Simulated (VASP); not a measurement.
Input of a VASP 6.6.1 run:

Contents of INCAR:

```
PREC = Accurate ; ENCUT = 600
EDIFF = 1E-7 ; ISMEAR = 1
SIGMA = 0.1 ; LREAL = False
LASPH = True ; NELM = 100
ALGO = Normal ; ISIF = 3
LWAVE = False ; LCHARG = False
METAGGA = RSCAN ; LMIXTAU = True
IVDW = 12 ; VDW_S6 = 1.0
VDW_S8 = 1.08859014 ; VDW_A1 = 0.47023427
VDW_A2 = 5.73408312 ; IBRION = 2
NSW = 40 ; EDIFFG = -0.01
```

The input KPOINTS:

```
regular mesh
0
Gamma
  10 10 10
```

File POSCAR:

```
Cd
1.0
    1.7321968933      1.0000843426      2.6384148810
   -1.7321968933      1.0000843426      2.6384148810
    0.0000000000     -2.0001686853      2.6384148810
Cd
1
Direct
    0.0000000000      0.0000000000      0.0000000000
```

Potentials or basis: VASP PAW PBE potentials, release 64 (Cd).

Launch:

```bash
$ cat potpaw_PBE.64/Cd/POTCAR > POTCAR
$ mpirun -np 1 vasp_std > vasp.out
```

Q: Predict the band gap on the k mesh.

A: None (metal or under the smearing width).

Q: What does it give for the relaxed cell?

A: a = 3.027 Å, b = 3.027 Å, c = 3.027 Å, α = 63.44°, β = 63.44°, γ = 63.44°.

Q: Estimate the relaxed volume.

A: 21.12 Å³/atom.

The path:
```
step  energy change (eV)  largest force (eV/Å)  pressure (GPa)  volume (Å³)
   1              0.0000                0.0000           -7.35        27.42
   2             -0.1801                0.0000           -3.64        22.73
   3             -0.1995                0.0000           -0.50        21.29
   4             -0.1998                0.0000            0.09        21.08
   5             -0.1998                0.0000           -0.01        21.12
```

Caveat: the PAW data sets were made with another functional, which shifts forces and pressure a little; pairwise dispersion overbinds metals, which lowers pressure and volume.
